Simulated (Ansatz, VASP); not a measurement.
## ZnO in VASP and in Ansatz

```
Zn O
1.0
     3.31313    0.00000    0.00000
    -1.65656    2.86925    0.00000
     0.00000    0.00000    5.30586
Zn O
2 2
Direct
  0.33333 0.66667 0.00000
  0.66667 0.33333 0.50000
  0.33333 0.66667 0.38210
  0.66667 0.33333 0.88210
```

Change from the starting cell: volume scaled by 1.06, crystal datasets.

Alike in both runs: task electric field gradients; functional PBE; k mesh 11 × 11 × 6; occupations fermi-dirac, width 0.02 eV; no spin polarisation.

|  | VASP | Ansatz |
| --- | --- | --- |
| version | VASP 6.6.1 | Ansatz 0.2.0 |
| potentials or method | VASP PAW PBE potentials, release 64 (Zn, O), cutoff 520 eV | all-electron PAW with datasets made for the crystal, scalar-relativistic |

|  | VASP | Ansatz | Ansatz less VASP |
| --- | --- | --- | --- |
| pressure (GPa) | -2.0 | -2.9 | -0.89 |
| largest component of the traceless stress (GPa) | 0.32 | 0.35 | +0.022 |
| rms of the force components (eV/Å) | 0.019 | 0.018 | -0.0004 |
| Vzz of the field gradient on the site that differs most (V/Å²) | -3.4 | -3.3 | +0.10 |

Atom by atom the forces differ by 0.000 eV/Å (rms over components). Ansatz ran all-electron here, so the differences hold the error of VASP's frozen core and of both bases.
